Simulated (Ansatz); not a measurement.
KCl, DFT, PBE, all-electron LAPW, scalar-relativistic (Ansatz 0.2.0), run on 1 thread of Arm Neoverse V1 on a shared host.

Structure: COD 9003114, as refined from experiment and not relaxed. The listed cell was then made from it by scaling, straining or moving an atom.

Command: `ansatz run input.yaml --threads 1 --pin off --max-ram 3072MiB --backend cpu --events-out ev --progress --plain --runs-dir out`

```yaml
crystal:
  lattice:
    - [0.0, 3.1770019336, 3.1770019336]
    - [3.1770019336, 0.0, 3.1770019336]
    - [3.1770019336, 3.1770019336, 0.0]
  atoms:
    - { symbol: K, position: [0.0, 0.0, 0.0] }
    - { symbol: Cl, position: [0.5, 0.5, 0.5] }
kpoints:
  mp_grid: { grid: [7, 7, 7] }
  band_path:
    path:
      - [0.0, 0.0, 0.0]
      - [0.5, 0.0, 0.5]
      - [0.625, 0.25, 0.625]
      - [0.375, 0.375, 0.75]
      - [0.0, 0.0, 0.0]
      - [0.5, 0.5, 0.5]
      - [0.5, 0.25, 0.75]
      - [0.5, 0.0, 0.5]
    npoints: 5
scf:
  occupations: { method: fermi_dirac, width: 0.03 }
hamiltonian:
  xc: pbe
  pseudopotentials: { kind: all_electron, lapw: { basis_error: 0.001 } }
output:
  forces: true
  stress: true
  eigenvalues: true
```

Task: How large is the problem that the program sets up?

Result: 20 irreducible k-points, 259 plane waves at Γ, 16 bands.

Task: Estimate the wall time and the peak memory.

Result: 4.5 s of wall time for 7 SCF iterations, with a peak of 0.21 GiB. Times on shared machines scatter by tens of per cent.
